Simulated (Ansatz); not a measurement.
## P under changes of volume

One of the cells (16.144 Å³/atom); the others are scaled copies at fixed shape and fractional positions:

```
P
1.0
     1.72573    0.99635    3.12968
    -1.72573    0.99635    3.12968
     0.00000   -1.99270    3.12968
P
2
Direct
  0.77292 0.77292 0.77292
  0.22708 0.22708 0.22708
```

This isn't the form of P at room conditions, which is orthorhombic.

| Item | Value |
| --- | --- |
| Program | Ansatz 0.2.0 |
| Functional | LDA |
| Potentials or basis | JTH PAW LDA |
| Cutoff | 870 eV |
| Density cutoff | 4350 eV |
| k mesh | 9 × 9 × 9 |
| Occupations | gaussian, width 0.15 eV |
| Spin | no spin polarisation |

| volume (Å³/atom) | energy over the lowest point (meV/atom) | pressure (GPa) | largest force (eV/Å) |
| --- | --- | --- | --- |
| 15.175 | 3.55 | 2.8 | 0.569 |
| 15.498 | 0.00 | 0.6 | 0.425 |
| 15.821 | 0.74 | -1.3 | 0.297 |
| 16.144 | 5.25 | -3.1 | 0.174 |
| 16.467 | ? | ? | ? |
| 16.789 | 23.81 | -6.2 | 0.078 |
| 17.112 | 37.59 | -7.6 | 0.196 |

**Question.** What does the run at 16.467 Å³/atom give?

**Answer.** Energy over the lowest point 12.98 meV/atom; pressure -4.7 GPa; largest force 0.048 eV/Å.

Worked out: A Birch-Murnaghan fit of order 3 (a polynomial in V^(-2/3)) to the other rows has its minimum at 15.60 Å³/atom with B0 = V·E''(V) = 96 GPa and B' = 3.9 at fixed shape and positions, which overstates the stiffness. It gives 13.01 meV/atom at 16.467 Å³/atom, against the run's 12.98, and -dE/dV = -4.7 GPa, against -4.7.

Energies are extrapolated to zero smearing.
